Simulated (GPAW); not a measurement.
Crystal: CuI (Marshite).

```
CELL_PARAMETERS angstrom
0.00000 3.03150 3.03150
3.03150 0.00000 3.03150
3.03150 3.03150 0.00000
ATOMIC_POSITIONS crystal
I 0.00000 0.00000 0.00000
Cu 0.75000 0.75000 0.75000
```

Program: GPAW 26.7.0. Alike in all runs: task band structure; cell as given; cutoff (eV) 600; smearing fermi-dirac 0.05 eV.

Task: Order these runs on this cell by their pressure, lowest first.
A. level PBEsol; potentials or basis PAW data sets generated in the run's folder for this functional, pw; spin SOC, no magnetisation; k mesh 6 × 6 × 6; band points 60; spin axis theta (degrees) 54.7; spin axis phi (degrees) 45; soc after scf second variation
B. level revPBE; potentials or basis the program's PAW data sets (release 1.2.1) made for this functional, pw; spin off; k mesh 8 × 8 × 8; band points 100
C. level LDA; potentials or basis the program's PAW data sets (release 1.2.1) made for this functional, pw; spin off; k mesh 8 × 8 × 8; band points 80

Result: C (-3.9 GPa), A (-1.9 GPa), B (2.4 GPa).

Caveats: with this Cu data set, volumes or pressures lay over 1.5 % or 2 GPa off other programs in two to four cells of ten; spin-orbit coupling was added after a scalar SCF, so levels and gaps hold it while energy, forces, pressure and moments don't (some runs).

Runs at the PBE level aren't shown here.
